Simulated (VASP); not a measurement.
Runs of VASP 6.6.1 on Te2Mo. Symmetry: P6_3/mmc, No. 194, hexagonal system. Conventional cell: a = 3.518 Å, b = 3.518 Å, c = 13.974 Å, α = 90.00°, β = 90.00°, γ = 120.00°. Around Te (site symmetry 3m) lie 3 Mo at 2.72 Å. Around Mo (site symmetry -6m2) lie 6 Te at 2.72 Å. 

```csv
task,level,potentials or basis,spin,cell,k mesh,cutoff (eV),smearing,gap on the mesh (eV),pressure (GPa),relaxed volume (Å³/atom),largest force (eV/Å)
relaxation of cell and atoms,PBE+rVV10,"VASP PAW PBE potentials, release 64 (Te, Mo_sv)",off,relaxed,9 × 9 × 2,600,fermi-dirac 0.05 eV,0.77,0.1,25.33,0.02
band structure,AM05,"VASP PAW PBE potentials, release 64 (Te, Mo_sv)",off,as given,9 × 9 × 2,520,fermi-dirac 0.05 eV,0.78,-1.2,-,0.17
band structure,PBE,"VASP PAW PBE potentials, release 54 (Te, Mo)",off,as given,9 × 9 × 2,500,fermi-dirac 0.05 eV,0.78,2.5,-,0.12
single point,PBE,"VASP PAW PBE potentials, release 64 (Te, Mo_sv)",off,as given,9 × 9 × 2,520,gaussian 0.012 eV,0.78,(a),-,0.19
relaxation of cell and atoms,optB88-vdW,"VASP PAW PBE potentials, release 64 (Te, Mo_sv)",off,relaxed,9 × 9 × 2,600,fermi-dirac 0.05 eV,0.82,0.0,26.24,-
relaxation of cell and atoms,PBE+TS,"VASP PAW PBE potentials, release 64 (Te, Mo_sv)",off,relaxed,9 × 9 × 2,600,fermi-dirac 0.05 eV,0.78,0.0,25.06,0.01
band structure,TB-mBJ,"VASP PAW PBE potentials, release 64 (Te, Mo_sv)",off,as given,9 × 9 × 2,520,fermi-dirac 0.05 eV,0.88,-,-,-
relaxation of cell and atoms,revPBE+D3(BJ),"VASP PAW PBE potentials, release 64 (Te, Mo_sv)",off,relaxed,7 × 7 × 2,600,fermi-dirac 0.05 eV,0.63,0.0,(b),0.01
relaxation of cell and atoms,PBEsol+D3,"VASP PAW PBE potentials, release 64 (Te, Mo_sv)",off,relaxed,9 × 9 × 2,600,fermi-dirac 0.05 eV,0.60,0.0,23.54,-
relaxation of cell and atoms,PBEsol+D3(BJ),"VASP PAW PBE potentials, release 64 (Te, Mo_sv)",off,relaxed,9 × 9 × 2,600,fermi-dirac 0.05 eV,0.42,0.0,22.71,0.01
relaxation of cell and atoms,PBE,"VASP PAW PBE potentials, release 54 (Te, Mo)",off,relaxed,9 × 9 × 2,580,fermi-dirac 0.05 eV,1.02,0.0,27.65,-
```

Task: Estimate the missing entries.

Result: (a) 2.9; (b) 23.15.

Caveats: spin-orbit coupling is left out, which moves the levels of the heavy elements; an odd mesh through Γ misses points on the zone boundary, where band edges often lie (some runs); the PAW data sets were made with another functional, which shifts forces and pressure a little (some runs); this functional lacks dispersion, which binds the layers, so the pressure and a relaxed spacing across them are unreliable (some runs); the volume moved by +11 % from the deposited cell, more than functionals usually miss (some runs).

A k mesh can miss the band edges, and the runs leave out spin-orbit coupling on Mo, Te.

Not every run made on this cell is shown here.
